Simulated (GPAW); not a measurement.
# Al: relaxation of cell and atoms with PBEsol

Al:

```xyz
4
Lattice="2.8271 0.0000 0.0000 -1.4135 2.4483 0.0000 0.0000 0.0000 9.1860" Properties=species:S:1:pos:R:3 pbc="T T T"
Al    1.4135    0.8161    6.8895
Al    0.0000    0.0000    4.5930
Al    0.0000    1.6322    2.2965
Al    0.0000    0.0000    0.0000
```

This isn't the form of Al at room conditions, which is fcc.

```
Program             : GPAW 26.7.0
Task                : relaxation of cell and atoms
Functional          : PBEsol
Potentials or basis : PAW data sets generated in the run's folder for this functional
Cutoff              : 600 eV
Basis               : pw
k mesh              : 9 × 9 × 3
Occupations         : fermi-dirac, width 0.05 eV
Spin                : no spin polarisation
Maxiter             : 150
Optimizer           : BFGS
Fmax                : 0.02 eV/Å
Max steps           : 60
Convergence         : density=1e-05 forces=0.0001
```

```json
{
  "Relaxed volume": "16.25 Å³/atom",
  "Relaxed cell": "a = 2.828 Å, b = 2.828 Å, c = 9.381 Å, α = 90.00°, β = 90.00°, γ = 120.00°",
  "Space group after relaxing (to 0.05 Å)": "P6_3/mmc (No. 194)",
  "Energy gained by relaxing": "5.0 meV/atom",
  "Ionic steps": "6",
  "Pressure after relaxing": "0.0 GPa",
  "Band gap on the k mesh": "none (metal or under the smearing width)"
}
```

Stress tensor (GPa, compression positive):
```
-0.03  0.00  0.00
 0.00 -0.03  0.00
 0.00  0.00  0.11
```

The path:
| step | energy change (eV) | largest force (eV/Å) | pressure (GPa) | volume (Å³) |
| --- | --- | --- | --- | --- |
| 1 | 0.0000 | 0.0000 | 1.78 | 63.58 |
| 2 | -0.0025 | 0.0000 | 1.61 | 63.70 |
| 3 | -0.0193 | 0.0000 | -0.49 | 65.39 |
| 4 | -0.0194 | 0.0000 | -0.26 | 65.20 |
| 5 | -0.0195 | 0.0000 | -0.22 | 65.16 |
| 6 | -0.0199 | 0.0000 | 0.02 | 64.98 |

Final structure:
```xyz
4
Lattice="2.8283 0.0000 0.0000 -1.4141 2.4493 0.0000 0.0000 0.0000 9.3806" Properties=species:S:1:pos:R:3 pbc="T T T"
Al    1.4141    0.8164    7.0354
Al    0.0000    0.0000    4.6903
Al    0.0000    1.6329    2.3451
Al    0.0000    0.0000    0.0000
```

Levels at points of the mesh, in eV from the Fermi level:
```csv
k point,band 2,band 3,band 4,band 5,band 6,band 7,band 8,band 9,band 10,band 11
"(0.00, 0.00, 0.00)",-9.49,-9.49,-4.66,-4.51,3.26,3.27,11.10,11.10,11.26,11.26
```

Run time: 79 s on 1 thread of Arm Neoverse V2, on a shared host, peak memory 0.23 GiB.

Caveat: later steps reuse the first step's grids.
